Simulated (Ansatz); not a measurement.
# Rb: checking dH/dP = V

All numbers below come from DFT PBEsol, scalar-relativistic, plane waves, PAW in Ansatz. (420 eV cutoff, 12×12×4 k-mesh, Gaussian smearing of 0.10 eV, no spin polarisation)

Starting point, cell and atoms relaxed:

```
CELL_PARAMETERS angstrom
4.96947 0.00000 0.00000
-2.48474 4.30369 0.00000
0.00000 0.00000 16.20191
ATOMIC_POSITIONS crystal
Rb 0.00000 0.00000 0.00000
Rb 0.33333 0.66667 0.75000
Rb 0.00000 0.00000 0.50000
Rb 0.66667 0.33333 0.25000
```

Cell and atoms were relaxed at each target pressure within the start's symmetry (P6_3/mmc), at zero temperature; other phases can be more stable under pressure. H = E + PV with P the target; E is the free energy at the smearing used, whose derivative the pressure is, per atom and counted from zero pressure.

```csv
P (GPa),V (Å³/atom),E − E0 (meV),H − H0 (meV)
0,86.628,0.0,0.0
2,60.855,120.3,880.0
5,47.501,395.0,1877.4
10,36.751,875.1,3168.9
20,26.478,1798.4,5103.6
40,18.411,3153.3,7749.8
```

Task: Thermodynamics gives dH/dP = V along a relaxed path. Integrate V over P by the trapezoid rule and compare with the computed enthalpies.

Result: With 1 eV/Å³ = 160.22 GPa, each step adds the mean volume times ΔP / 160.22:
```csv
P (GPa),∫V dP (meV),H − H0 (meV),difference (meV)
2,920.5,880.0,40.5
5,1935.0,1877.4,57.6
10,3249.6,3168.9,80.7
20,5222.8,5103.6,119.2
40,8024.6,7749.8,274.8
```

V(P) curves upward, so the trapezoid rule runs high; integrating a smooth curve through the same points puts that excess at about 213.0 meV at 40 GPa, against the 274.8 meV found. What is left comes from the shape of V(P) between points this far apart, and from the mesh, the smearing and the stress tolerance.

Task: At 40 GPa, how much of the enthalpy change is stored energy and how much is the PV term?

Result: E rises by 3153 meV/atom and PV is 40 × 18.411 / 160.22 = 4596 meV/atom, so PV makes 59 % of ΔH. So between rival structures at high pressure a small difference in volume can outweigh the difference in energy: 1 % of this volume is worth 46.0 meV/atom at this pressure.

Task: What bulk modulus do the lowest pressures give?

Result: From the pressures that the runs reached, 0.00 GPa (86.628 Å³) and 1.97 GPa (60.855 Å³), B = −ΔP/Δln V = 1.97 / 0.3531 = 6 GPa, a mean over that range.

This form isn't the element's structure at ambient conditions.